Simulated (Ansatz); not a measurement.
# ZrC: strong compression

An exercise on one series of results from a longer session: the logs are not shown, and one member is left open.

Computed with Ansatz 0.2.0 (DFT PBE, with the methods named in each step, unless a step's input says otherwise).

2 further runs of the same task are left out: 2 that didn't finish.

## The starting structure

It takes space group Pm-3m (No. 221, cubic). Conventional cell: a = 2.978 Å, b = 2.978 Å, c = 2.978 Å, α = 90.00°, β = 90.00°, γ = 90.00°. Zr (site symmetry m-3m) is surrounded by 8 C at 2.58 Å. Around C (site symmetry m-3m) lie 8 Zr at 2.58 Å.

As a file:

```cif
data_structure
_symmetry_space_group_name_H-M 'P 1'
_symmetry_Int_Tables_number 1
_cell_length_a 2.9777
_cell_length_b 2.9777
_cell_length_c 2.9777
_cell_angle_alpha 90.000
_cell_angle_beta 90.000
_cell_angle_gamma 90.000
_cell_volume 26.40
loop_
_atom_site_label
_atom_site_type_symbol
_atom_site_fract_x
_atom_site_fract_y
_atom_site_fract_z
_atom_site_occupancy
Zr1 Zr 0.00000 0.00000 0.00000 1
C1 C 0.50000 0.50000 0.50000 1
```

Whether this phase is the stable one at these pressures isn't tested.

Atoms are numbered in the order of the input: Zr1, C2.

Set-up of the first run:

File input.yaml:

```yaml
crystal:
  lattice:
    - [2.9776781196, 0.0, 0.0]
    - [0.0, 2.9776781196, 0.0]
    - [0.0, 0.0, 2.9776781196]
  atoms:
    - { symbol: Zr, position: [0.0, 0.0, 0.0] }
    - { symbol: C, position: [0.5, 0.5, 0.5] }
kpoints:
  mp_grid: { grid: [14, 14, 14] }
scf:
  occupations: { method: fermi_dirac, width: 0.1 }
hamiltonian:
  xc: pbe
  pseudopotentials: { kind: paw }
output:
  forces: true
  stress: true
relax:
  f_tol: 0.005
  max_steps: 40
  cell: {}
```

The run is started by

```sh
$ ansatz run input.yaml --threads 1 --pin off --max-ram 2048MiB --backend cpu --events-out ev --progress --plain --runs-dir out
```

Steps of the session up to this table: Cell relaxed at zero pressure, PAW; More of the same log: cell relaxed at zero pressure; Volume scaled by 1, PAW; Volume scaled by 0.9, PAW; Volume scaled by 0.8, PAW; Volume scaled by 0.7, PAW; Volume scaled by 0.6, PAW; Volume scaled by 0.5, PAW; Volume scaled by 0.4, PAW; Volume scaled by 0.4, PAW (source ansatz).

One table of the session follows, with a row left open; its other results are not shown here.

| method | volume over the first | volume (Å³/atom) | pressure (GPa) |
| --- | --- | --- | --- |
| PAW | 1 | 12.480 | 0.00 |
| PAW | 0.9 | 11.232 | 24.90 |
| PAW | 0.8 | 9.984 | 66.63 |
| PAW | 0.7 | 8.736 | 138.42 |
| PAW | 0.6 | ? | ? |
| PAW | 0.5 | 6.240 | 512.10 |
| PAW | 0.4 | 4.992 | 1027.04 |
| PAW (source ansatz) | 0.4 | 4.992 | 1028.09 |

**Question.** Estimate the row for PAW, 0.6.

**Answer.** volume (Å³/atom): 7.488; pressure (GPa): 267.06. In the column «volume (Å³/atom)» it lies between PAW, 0.5 (6.240) and PAW, 0.7 (8.736).
